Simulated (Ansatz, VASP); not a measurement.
# Fe: VASP beside Ansatz

The input INCAR:

```
SYSTEM = Fe
PREC = Accurate
ENCUT = 520
EDIFF = 1E-8
ISMEAR = -1
SIGMA = 0.08
LREAL = .FALSE.
LASPH = .TRUE.
NELM = 60
ALGO = Normal
ISIF = 2
LWAVE = .FALSE.
LCHARG = .FALSE.
GGA = PS
LEFG = .TRUE.
NBANDS = 15
```

KPOINTS

```
regular mesh
0
G
  17 17 10
  0 0 0
```

The input POSCAR:

```
Fe
1.0
    2.4661896480      0.0000000000      0.0000000000
   -1.2330948240      2.1357828857      0.0000000000
    0.0000000000      0.0000000000      3.8924920371
Fe
2
Direct
    0.3333333333      0.6666666667      0.2500000000
    0.6666666667      0.3333333333      0.7500000000
```

Input for Ansatz:

```yaml
crystal:
  lattice:
    - [2.466189648, 0.0, 0.0]
    - [-1.233094824, 2.1357828857, 0.0]
    - [0.0, 0.0, 3.8924920371]
  atoms:
    - { symbol: Fe, position: [0.3333333333, 0.6666666667, 0.25] }
    - { symbol: Fe, position: [0.6666666667, 0.3333333333, 0.75] }
kpoints:
  mp_grid: { grid: [17, 17, 10] }
scf:
  occupations: { method: fermi_dirac, width: 0.08 }
hamiltonian:
  xc: pbesol
  pseudopotentials: { kind: paw }
output:
  forces: true
  stress: true
  eigenvalues: true
  efg: { contact_densities: true }
  write_density: true
  write_potential: true
  elf: true
  volumetric_format: npy
```

Change from the starting cell: volume scaled by 1.04, PAW files.

Alike in both runs: task electric field gradients; functional PBEsol; k mesh 17 × 17 × 10; occupations fermi-dirac, width 0.08 eV; no spin polarisation.

|  | VASP | Ansatz |
| --- | --- | --- |
| version | VASP 6.6.1 | Ansatz 0.2.0 |
| potentials or method | VASP PAW PBE potentials, release 64 (Fe) | PAW with Ansatz's default frozen-core files, scalar-relativistic |
| plane-wave cutoff (eV) | 520 | 420 |
| valence electrons in the cell | 16 | 32 |

|  | VASP | Ansatz | Ansatz less VASP |
| --- | --- | --- | --- |
| pressure (GPa) | -12.9 | -12.6 | +0.31 |
| largest component of the traceless stress (GPa) | 0.15 | 0.26 | +0.112 |
| Vzz of the field gradient on the site that differs most (V/Å²) | -7.6 | -4.3 | +3.30 |

The functional is the same, so the differences come from potentials, cutoffs and numerics. The two sets of potentials don't hold the same shells in valence.

Caveats: the PAW data sets were made with another functional, which shifts forces and pressure a little (VASP); the run has no spin polarisation, though such a crystal can be magnetic. Spin polarisation is off, so any magnetic state and its effect on volume and gap are missing.
